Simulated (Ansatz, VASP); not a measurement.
# SnO: VASP beside Ansatz

INCAR

```
SYSTEM = SnO
ALGO = Normal
EDIFF = 1E-7
ENCUT = 520
GGA = CA
ISIF = 2
ISMEAR = -1
LASPH = .TRUE.
LCHARG = .FALSE.
LREAL = .FALSE.
LWAVE = .FALSE.
NBANDS = 28
NELM = 80
PREC = Accurate
SIGMA = 0.02
```

The input KPOINTS:

```
k-points
0
G
  6 6 5
  0 0 0
```

File POSCAR:

```
SnO
1.0
    3.7506153226      0.0000000000      0.0000000000
    0.0000000000      3.7506153226      0.0000000000
    0.0000000000      0.0000000000      4.7706406366
Sn O
2 2
Direct
    0.0000000000      0.5000000000      0.2385000000
    0.5000000000      0.0000000000      0.7615000000
    0.0000000000      0.0000000000      0.0000000000
    0.5000000000      0.5000000000      0.0000000000
```

Input for Ansatz:

```yaml
crystal:
  lattice:
    - [3.7506153226, 0.0, 0.0]
    - [0.0, 3.7506153226, 0.0]
    - [0.0, 0.0, 4.7706406366]
  atoms:
    - { symbol: Sn, position: [0.0, 0.5, 0.2385] }
    - { symbol: Sn, position: [0.5, 0.0, 0.7615] }
    - { symbol: O, position: [0.0, 0.0, 0.0] }
    - { symbol: O, position: [0.5, 0.5, 0.0] }
kpoints:
  mp_grid: { grid: [6, 6, 5] }
  band_path:
    path:
      - [0.0, 0.0, 0.0]
      - [0.0, 0.5, 0.0]
      - [0.5, 0.5, 0.0]
      - [0.0, 0.0, 0.0]
      - [0.0, 0.0, 0.5]
      - [0.0, 0.5, 0.5]
      - [0.5, 0.5, 0.5]
      - [0.0, 0.0, 0.5]
      - [0.0, 0.5, 0.0]
    npoints: 5
scf:
  occupations: { method: fermi_dirac, width: 0.02 }
hamiltonian:
  xc: lda
  pseudopotentials: { kind: all_electron, lapw: { basis_error: 0.0005 } }
output:
  forces: true
  stress: true
  eigenvalues: true
```

Change from the starting cell: volume scaled by 0.96.

Alike in both runs: task single point; functional LDA; k mesh 6 × 6 × 5; occupations fermi-dirac, width 0.02 eV; no spin polarisation.

|  | VASP | Ansatz |
| --- | --- | --- |
| version | VASP 6.6.1 | Ansatz 0.2.0 |
| potentials or method | VASP PAW LDA potentials, release 64 (Sn_d, O) | all-electron LAPW, scalar-relativistic |
| plane-wave cutoff (eV) | 520 | see its input |

Ansatz gave:

```
pressure (GPa)                                  : 1.2
largest component of the traceless stress (GPa) : 0.47
rms of the force components (eV/Å)              : 0.145
```

Question: Estimate VASP's values.

Answer: Pressure (GPa): 1.5; largest component of the traceless stress (GPa): 0.44; rms of the force components (eV/Å): 0.196.

Atom by atom the forces differ by 0.051 eV/Å (rms over components). Ansatz ran all-electron here, so the differences hold the error of VASP's frozen core and of both bases.
